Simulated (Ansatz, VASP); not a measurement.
## Li: VASP beside Ansatz

The input INCAR:

```
PREC = Accurate
ENCUT = 600
EDIFF = 1E-6
ISMEAR = -1
SIGMA = 0.05
LREAL = F
LASPH = T
NELM = 100
ALGO = Normal
ISIF = 3
LWAVE = F
LCHARG = F
GGA = B5
ALDAX = 1.0
AGGAX = 1.0
AGGAC = 1.0
ALDAC = 0.0
IVDW = 12
VDW_S6 = 1.0
VDW_S8 = 2.6996
VDW_A1 = 0.4298
VDW_A2 = 4.2359
IBRION = 2
NSW = 60
EDIFFG = -0.01
```

The input KPOINTS:

```
Automatic mesh
0
Gamma
  11 11 11
```

The input POSCAR:

```
Li
1.0
   -1.7546500000      1.7546500000      1.7546500000
    1.7546500000     -1.7546500000      1.7546500000
    1.7546500000      1.7546500000     -1.7546500000
Li
1
Direct
    0.0000000000      0.0000000000      0.0000000000
```

File input.yaml:

```yaml
crystal:
  lattice:
    - [-1.75465, 1.75465, 1.75465]
    - [1.75465, -1.75465, 1.75465]
    - [1.75465, 1.75465, -1.75465]
  atoms:
    - { symbol: Li, position: [0.0, 0.0, 0.0] }
hamiltonian:
  xc: blyp
  pseudopotentials: { kind: paw }
  dispersion: d3bj
kpoints:
  mp_grid: { grid: [11, 11, 11] }
scf:
  occupations: { method: fermi_dirac, width: 0.05 }
output:
  forces: true
  stress: true
  write_density: true
  write_potential: true
  elf: true
  volumetric_format: npy
relax:
  f_tol: 0.01
  max_steps: 40
  cell: { stress_tol: 0.05 }
```

Alike in both runs: task relaxation of cell and atoms; functional BLYP; dispersion D3(BJ); k mesh 11 × 11 × 11; occupations fermi-dirac, width 0.05 eV; no spin polarisation.

```csv
,VASP,Ansatz
version,VASP 6.6.1,Ansatz 0.2.0
potentials or method,"VASP PAW PBE potentials, release 64 (Li_sv)",Ansatz PAW
plane-wave cutoff (eV),600,420
valence electrons in the cell,3,3
```

Ansatz gave:

```
gap on the k mesh at the Fermi level, each at its own relaxed structure (eV) : none
relaxed volume (Å³/atom)                                                     : 15.72
relaxed cell length with the largest relative difference (Å)                 : 2.733
energy change over the relaxation (meV/atom)                                 : -79
```

**Question.** Estimate VASP's values.

**Answer.** gap on the k mesh at the Fermi level, each at its own relaxed structure (eV): none; relaxed volume (Å³/atom): 15.61; relaxed cell length with the largest relative difference (Å): 2.727; energy change over the relaxation (meV/atom): -82.

A gap of «none» marks a metal or a gap that the smearing closes.

Caveats: the volume moved by over 15 % at a fixed basis, so the end points are rough; pairwise dispersion overbinds metals, which lowers pressure and volume; the cutoff is under 1.25 times the usual one of these potentials, so pressure, stress and relaxed cells hold a basis-set (Pulay) error (VASP); the PAW data sets were made with another functional, which shifts forces and pressure a little (VASP); the volume moved by -28 % from the deposited cell, more than functionals usually miss (VASP); the potentials were made for another functional, which shifts forces and pressure (Ansatz); the plane-wave basis is chosen anew once the cell has moved, so the energies of steps on either side of that aren't comparable (Ansatz).
